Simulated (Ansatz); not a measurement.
BaS:

```xyz
2
Lattice="0.0000 3.1938 3.1938 3.1938 0.0000 3.1938 3.1938 3.1938 0.0000" Properties=species:S:1:pos:R:3 pbc="T T T"
Ba    0.0000    0.0000    0.0000
S     3.1938    3.1938    3.1938
```

Program: Ansatz 0.2.0. Alike in all runs: task single point; potentials or basis all-electron PAW datasets made for the crystal; no spin polarisation; cell as given; k mesh 6 × 6 × 6; smearing fermi-dirac 0.05 eV.

Order these runs on this cell by their band gap on the k mesh, lowest first.
A. level HSE06; cutoff (eV) 290
B. level PBE0; cutoff (eV) 290
C. level PBE; cutoff (eV) 260

C (2.21 eV), A (3.11 eV), B (3.80 eV).

Caveats: spin-orbit coupling is left out, which moves the levels of the heavy elements.

A k mesh can miss the band edges.
